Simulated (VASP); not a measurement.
Cu3Au (Auricupride), 4 atoms in the cell. The structure is cubic, space group Pm-3m (No. 221). Conventional cell: a = 3.740 Å, b = 3.740 Å, c = 3.740 Å, α = 90.00°, β = 90.00°, γ = 90.00°. Au (site symmetry m-3m) has 12 Cu at 2.64 Å as nearest neighbours. Cu (site symmetry 4/mmm) has 4 Au at 2.64 Å and 8 Cu at 2.64 Å as nearest neighbours. 

```yaml
Program: VASP 6.6.1
Task: relaxation of cell and atoms
Functional: RPBE
Dispersion: D3(BJ)
Potentials_or_basis: VASP PAW PBE potentials, release 64 (Au, Cu)
Cutoff: 600 eV
k_mesh: 7 × 7 × 7
Occupations: fermi-dirac, width 0.05 eV
Spin: no spin polarisation
Further_INCAR_settings: ALGO = Normal; EDIFF = 1e-06; IBRION = 2; EDIFFG = -0.005; NSW = 40; ISIF = 3
```

Potentials or basis: VASP PAW PBE potentials, release 64 (Au, Cu).

Command:

```console
$ cat potpaw_PBE.64/Au/POTCAR potpaw_PBE.64/Cu/POTCAR > POTCAR
$ mpirun -np 1 vasp_std > vasp.out
```

Hardware: 1 thread of Intel(R) Xeon(R) Platinum 8375C CPU @ 2.90GHz (Ice Lake) (shared host).

Problem. Estimate the wall time of this run.

Solution. It took 2.5 min on 1 thread of Intel(R) Xeon(R) Platinum 8375C CPU @ 2.90GHz (Ice Lake), on a shared host, peak memory 0.21 GiB. Counts: scf iterations 79, k points 20, ion steps 9.
